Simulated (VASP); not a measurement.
# GaP (F-43m) in VASP: notebook, part 2 of 2

VASP 6.6.1. Earlier steps stand in the parts before.

## (4) Relaxation of cell and atoms, r2SCAN

Contents of INCAR:

```
SYSTEM = GaP
PREC = Accurate
ENCUT = 600
EDIFF = 1E-6
ISMEAR = 0
SIGMA = 0.03
LREAL = .FALSE.
LASPH = .TRUE.
NELM = 80
ALGO = Normal
ISIF = 3
LWAVE = .FALSE.
LCHARG = .FALSE.
METAGGA = R2SCAN
LMIXTAU = .TRUE.
IBRION = 2
NSW = 90
EDIFFG = -0.01
```

Contents of KPOINTS:

```
regular mesh
0
G
  8 8 8
  0 0 0
```

Contents of POSCAR:

```
GaP
1.0
    0.0000000000      2.7252500000      2.7252500000
    2.7252500000      0.0000000000      2.7252500000
    2.7252500000      2.7252500000      0.0000000000
Ga P
1 1
Direct
    0.0000000000      0.0000000000      0.0000000000
    0.2500000000      0.2500000000      0.2500000000
```

Potentials or basis: VASP PAW PBE potentials, release 64 (Ga_d, P).

Run with:

```
cat potpaw_PBE.64/Ga_d/POTCAR potpaw_PBE.64/P/POTCAR > POTCAR
mpirun -np 1 vasp_std > vasp.out
```

OUTCAR:

```text
SYSTEM = GaP
   PREC = Accurate
   ENCUT = 600
   EDIFF = 1E-6
   ISMEAR = 0
   LREAL = .FALSE.
   LASPH = .TRUE.
   NELM = 80
   ISIF = 3
   METAGGA = R2SCAN
   IBRION = 2
   NSW = 90
   EDIFFG = -0.01

 ion  position               nearest neighbor table
   1  0.000  0.000  0.000-   2 2.36   2 2.36   2 2.36   2 2.36
   2  0.250  0.250  0.250-   1 2.36   1 2.36   1 2.36   1 2.36

  LATTYP: Found a face centered cubic cell.
 ALAT       =     5.4505000000

  Lattice vectors:

 A1 = (   0.0000000000,   2.7252500000,   2.7252500000)
 A2 = (   2.7252500000,   0.0000000000,   2.7252500000)
 A3 = (   2.7252500000,   2.7252500000,   0.0000000000)

Analysis of symmetry for initial positions (statically):
=====================================================================
 Subroutine PRICEL returns:
 Original cell was already a primitive cell.

 Routine SETGRP: Setting up the symmetry group for a
 face centered cubic supercell.

 Subroutine GETGRP returns: Found 24 space group operations
 (whereof 24 operations were pure point group operations)
 out of a pool of 48 trial point group operations.

The static configuration has the point symmetry T_d .

Analysis of symmetry for dynamics (positions and initial velocities):
=====================================================================
 Subroutine PRICEL returns:
 Original cell was already a primitive cell.

 Routine SETGRP: Setting up the symmetry group for a
 face centered cubic supercell.

 Subroutine GETGRP returns: Found 24 space group operations
 (whereof 24 operations were pure point group operations)
 out of a pool of 48 trial point group operations.

The dynamic configuration has the point symmetry T_d .

 Subroutine INISYM returns: Found 24 space group operations
 (whereof 24 operations are pure point group operations),
 and found     1 'primitive' translations

----------------------------------------------------------------------------------------

                                     Primitive cell

  volume of cell :      40.4808

  direct lattice vectors                    reciprocal lattice vectors
     0.000000000  2.725250000  2.725250000    -0.183469406  0.183469406  0.183469406
     2.725250000  0.000000000  2.725250000     0.183469406 -0.183469406  0.183469406
     2.725250000  2.725250000  0.000000000     0.183469406  0.183469406 -0.183469406

  length of vectors
     3.854085511  3.854085511  3.854085511     0.317778334  0.317778334  0.317778334

  position of ions in fractional coordinates (direct lattice)
     0.000000000  0.000000000  0.000000000
     0.250000000  0.250000000  0.250000000

  ion indices of the primitive-cell ions
   primitive index   ion index
                 1           1
                 2           2

----------------------------------------------------------------------------------------

 KPOINTS: regular mesh

Automatic generation of k-mesh.
 Grid dimensions read from file:
 generate k-points for:    8    8    8

 Generating k-lattice:

  Cartesian coordinates                     Fractional coordinates (reciprocal lattice)
    -0.022933676  0.022933676  0.022933676     0.125000000  0.000000000  0.000000000
     0.022933676 -0.022933676  0.022933676     0.000000000  0.125000000  0.000000000
     0.022933676  0.022933676 -0.022933676     0.000000000  0.000000000  0.125000000

  Length of vectors
     0.039722292  0.039722292  0.039722292

  Shift w.r.t. Gamma in fractional coordinates (k-lattice)
     0.000000000  0.000000000  0.000000000

 Subroutine IBZKPT returns following result:
 ===========================================

 Found     29 irreducible k-points:

 Following reciprocal coordinates:
            Coordinates               Weight
  0.000000  0.000000  0.000000      1.000000
  0.125000  0.000000  0.000000      8.000000
  0.250000  0.000000  0.000000      8.000000
  0.375000  0.000000  0.000000      8.000000
  0.500000  0.000000  0.000000      4.000000
  0.125000  0.125000  0.000000      6.000000
[... 16 lines left out ...]
  0.500000  0.250000  0.125000     48.000000
 -0.375000  0.250000  0.125000     24.000000
 [... further k-points ...]
   k-points           NKPTS =     29   k-points in BZ     NKDIM =     29   number of bands    NBANDS=     13
   number of dos      NEDOS =    301   number of ions     NIONS =      2
   total plane-waves  NPLWV =  32768
   dimension x,y,z NGX =    32 NGY =   32 NGZ =   32
   dimension x,y,z NGXF=    64 NGYF=   64 NGZF=   64
   ions per type =               1   1
   NGX,Y,Z   is equivalent  to a cutoff of  13.80, 13.80, 13.80 a.u.
   NGXF,Y,Z  is equivalent  to a cutoff of  27.61, 27.61, 27.61 a.u.
 SYSTEM =  GaP
   PREC   = accura    normal or accurate (medium, high low for compatibility)
   ISTART =      0    job   : 0-new  1-cont  2-samecut
   ICHARG =      2    charge: 1-file 2-atom 10-const
   ISPIN  =      1    spin polarized calculation?
   LNONCOLLINEAR =      F non collinear calculations
   LSORBIT =      F    spin-orbit coupling
   LASPH  =      T    aspherical Exc in radial PAW
   ENCUT  =  600.0 eV  44.10 Ry    6.64 a.u.   7.70  7.70  7.70*2*pi/ulx,y,z
   NELM   =     80;   NELMIN=  2; NELMDL= -5     # of ELM steps
   EDIFF  = 0.1E-05   stopping-criterion for ELM
   LREAL  =      F    real-space projection
   EDIFFG = -.1E-01   stopping-criterion for IOM
   NSW    =     90    number of steps for IOM
   IBRION =      2    ionic relax: 0-MD 1-quasi-New 2-CG
   NFREE  =      1    steps in history (QN), initial steepest desc. (CG)
   ISIF   =      3    stress and relaxation
   ISYM   =      2    0-nonsym 1-usesym 2-fastsym
   POTIM  = 0.5000    time-step for ionic-motion
   TEBEG  =    0.0;   TEEND  =   0.0 temperature during run
   PSTRESS=    0.0 pullay stress
   NELECT =      18.0000    total number of electrons
   NUPDOWN=      -1.0000    fix difference up-down
   EMIN   =  10.00;   EMAX   =-10.00  energy-range for DOS
   EFERMI =   0.00;   METHOD = LEGACY
   ISMEAR =     0;   SIGMA  =   0.03  broadening in eV -4-tet -1-fermi 0-gaus
   EFERMI_NEDOS =   21; number of points for ismear=-14 and -15
   IALGO  =     38    algorithm
   IMIX   =      4    mixing-type and parameters
     AMIX     =   0.40;   BMIX     =  1.00
     AMIX_MAG =   1.60;   BMIX_MAG =  1.00
  volume/ion in A,a.u.               =      20.24       136.59
  Fermi-wavevector in a.u.,A,eV,Ry     =   1.249538  2.361284 21.243377  1.561344
  Thomas-Fermi vector in A             =   2.383574
   LORBIT       =      0    0 simple, 1 ext, 2 COOP (PROOUT), +10 PAW based schemes
   METAGGA = R2SCAN    functional components
   LHFCALC =     F    Hartree Fock is set to
   AEXX    =    0.0000 exact exchange contribution
   IVDW    =     0    specifies the selected vdW correction
   LEPSILON=     F    determine dielectric tensor
   LRPA    =     F    only Hartree local field effects (RPA)
 conjugate gradient relaxation of ions
 non-spin polarized calculation
 Gauss-broadening in eV      SIGMA  =   0.03
  energy-cutoff  :      600.00
  volume of cell :       40.48
 maximum number of plane-waves:      1365
   NGX = 15   NGY = 15   NGZ = 15

 number of electron      18.0000003 magnetization

 Free energy of the ion-electron system (eV)
  ---------------------------------------------------
  ext. energy  EPLUGINS =         0.00000000
  ---------------------------------------------------
  free energy    TOTEN  =       -21.46423350 eV

  energy without entropy =      -21.46423350  energy(sigma->0) =      -21.46423350

 E-fermi :   4.6290     XC(G=0): -10.5485

 val. band max:        4.4620238551   @ k =   0.0000   0.0000   0.0000
 cond. band min:       6.3644677995   @ k =   0.3750   0.3750   0.0000
 fundamental gap:      1.9024439444
 Fermi energy:         4.6289716921

 k-point     1 :       0.0000    0.0000    0.0000
  band No.  band energies     occupation
      1     -10.5281      2.00000
      2     -10.5281      2.00000
      3     -10.5281      2.00000
      4     -10.4149      2.00000
      5     -10.4149      2.00000
      6      -8.5590      2.00000
      7       4.4620      2.00000
      8       4.4620      2.00000
      9       4.4620      2.00000
     10       6.8066      0.00000
     11       8.6534      0.00000
     12       8.6534      0.00000
     13       8.6534      0.00000
[... 354 lines left out ...]
  band No.  band energies     occupation
      1     -10.6285      2.00000
      2     -10.4934      2.00000
      3     -10.4815      2.00000
      4     -10.4204      2.00000
      5     -10.4072      2.00000
      6      -5.9748      2.00000
      7      -2.1521      2.00000
      8       1.1738      2.00000
      9       2.4524      2.00000
     10       8.2868      0.00000
     11       9.1100      0.00000
     12      11.3844      0.00000
     13      12.8990      0.00000

 [... further k-points ...]
[... 5 lines left out ...]
  --------------------------------------------------------------------------------------
  -------------------------------------------------------------------------------------
  Total       -0.0021241     -0.0021241     -0.0021241      0.0000000      0.0000000     -0.0000000
  in kB       -0.0840707     -0.0840707     -0.0840707      0.0000000      0.0000000     -0.0000000
  external PRESSURE =      -0.0840707 kB  Pullay stress =       0.0000000 kB

 VOLUME and BASIS-vectors are now :
 -----------------------------------------------------------------------------
  energy-cutoff  :      600.00
  volume of cell :       40.48
      direct lattice vectors                 reciprocal lattice vectors
     0.000000000  2.725250000  2.725250000    -0.183469406  0.183469406  0.183469406
     2.725250000  0.000000000  2.725250000     0.183469406 -0.183469406  0.183469406
     2.725250000  2.725250000  0.000000000     0.183469406  0.183469406 -0.183469406

 POSITION                                       TOTAL-FORCE (eV/Angst)
 -----------------------------------------------------------------------------------
      0.00000      0.00000      0.00000        -0.000000      0.000000     -0.000000
      1.36262      1.36262      1.36262         0.000000     -0.000000      0.000000
 -----------------------------------------------------------------------------------
    total drift:                                0.000017      0.000017      0.000017

  FREE ENERGIE OF THE ION-ELECTRON SYSTEM (eV)
  ---------------------------------------------------
  free  energy   TOTEN  =       -21.4642335019 eV

  energy  without entropy=      -21.4642335019  energy(sigma->0) =      -21.46423350

 reached required accuracy - stopping structural energy minimisation
```

Run time: 61 s. Hardware: 1 thread of Intel Xeon Platinum 8375C at 2.90GHz (Ice Lake), shared host; peak memory 0.19 GiB.

What came out:

```
Free energy             : -21.4642 eV
Pressure after relaxing : 0.0 GPa
Band gap on the k mesh  : 1.90 eV, indirect (least direct gap 2.34 eV)
```

Final structure:
```cif
data_structure
_symmetry_space_group_name_H-M 'P 1'
_symmetry_Int_Tables_number 1
_cell_length_a 3.8541
_cell_length_b 3.8541
_cell_length_c 3.8541
_cell_angle_alpha 60.000
_cell_angle_beta 60.000
_cell_angle_gamma 60.000
_cell_volume 40.48
loop_
_atom_site_label
_atom_site_type_symbol
_atom_site_fract_x
_atom_site_fract_y
_atom_site_fract_z
_atom_site_occupancy
Ga1 Ga 0.00000 0.00000 0.00000 1
P1 P 0.25000 0.25000 0.25000 1
```

Caveat: the relaxation stopped at its first step, so nothing moved; the PAW data sets were made with another functional, which shifts forces and pressure a little. r2SCAN opens gaps a little over a GGA but as a rule still falls short of measured ones.
